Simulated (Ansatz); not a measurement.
# BN: the cost of one run

Program: Ansatz 0.2.0. Level of theory: DFT r2SCAN, scalar-relativistic, plane waves, PAW. These are calculated values, not measurements.

1 further run of the same task is left out (set aside as unsound or not needed).

**1. The structure to begin with**

Symmetry: P6_3/mmc, No. 194, hexagonal system. The conventional cell has a = 2.501 Å, b = 2.501 Å, c = 6.874 Å, α = 90.00°, β = 90.00°, γ = 120.00°. B (site symmetry -6m2) has 3 N at 1.44 Å as nearest neighbours. Around N (site symmetry -6m2) lie 3 B at 1.44 Å.

Coordinates:

```
B N
1.0
     2.50098    0.00000    0.00000
    -1.25049    2.16591    0.00000
     0.00000    0.00000    6.87416
B N
2 2
Direct
  0.33333 0.66667 0.25000
  0.66667 0.33333 0.75000
  0.33333 0.66667 0.75000
  0.66667 0.33333 0.25000
```

It is the result of an earlier relaxation at this level (volume 9.31 Å³/atom; gap on the mesh: 4.89 eV).

**2. The reference cell**

The reference gives a free energy of -1088.2492 eV, pressure -0.01 GPa, largest force 0.000 eV/Å and gap on the mesh 4.89 eV. It was computed beforehand with the settings of the runs below.

**3. Next: a one-atom displacement scan**

Atom 1 (B) is moved by x along the Cartesian unit vector (0.707, 0.707, 0.000); the cell and all other atoms stay fixed. Forces below are components along that vector, summed over the moved atoms. In a periodic cell its images move with it.

**4. x = -0.600 Å**

The input, input.yaml:

```yaml
crystal:
  lattice:
    - [2.5009753125, 0.0, 0.0]
    - [-1.2504876563, 2.1659081548, 0.0]
    - [0.0, 0.0, 6.8741616654]
  atoms:
    - { symbol: B, position: [0.0657525061, 0.470783906, 0.25] }
    - { symbol: B, position: [0.6666666667, 0.3333333333, 0.75] }
    - { symbol: "N", position: [0.3333333333, 0.6666666667, 0.75] }
    - { symbol: "N", position: [0.6666666667, 0.3333333333, 0.25] }
basis:
  ecutwfc: 500
kpoints:
  mp_grid: { grid: [12, 12, 4] }
hamiltonian:
  xc: r2scan
scf:
  occupations: { method: gaussian, width: 0.05 }
output:
  forces: true
  stress: true
  eigenvalues: true
  write_density: true
  write_potential: true
  elf: true
  volumetric_format: npy
```

On the command line:

```sh
$ ansatz run input.yaml --threads 1 --pin off --max-ram 2560MiB --backend cpu --events-out ev --progress --plain --runs-dir out
```

Q: Estimate wall time and peak memory on 1 thread of Intel Xeon Platinum 8488C (Sapphire Rapids), shared host.

About 17 s, with a peak of 0.57 GiB.
